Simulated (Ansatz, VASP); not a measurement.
# Two plane-wave programs on Ga3Se

```
Ga Se
1.0
     4.43246    0.00000    0.00000
     0.00000    4.43246    0.00000
     0.00000    0.00000    4.43246
Ga Se
3 1
Direct
  0.00000 0.50000 0.50000
  0.50000 0.00000 0.50000
  0.50000 0.50000 0.00000
  0.00000 0.00000 0.00000
```

The cell comes from a database or a generator and needn't be the stable form of this composition.

Alike in both runs: task single point; functional PBE; k mesh 5 × 5 × 5; no spin polarisation.

```csv
,VASP,Ansatz
version,VASP 6.6.1,Ansatz 0.2.0
potentials or method,"VASP PAW PBE potentials, release 64 (Ga_d, Se)","plane waves, PAW"
plane-wave cutoff (eV),520,550
occupations,"fermi-dirac, width 0.1 eV",fermi-dirac
valence electrons in the cell,45,55
```

VASP gave:

```
pressure (GPa) : -0.2
```

Task: Which values does Ansatz return?

Result: Pressure (GPa): -0.1.

The two sets of potentials don't hold the same shells in valence.
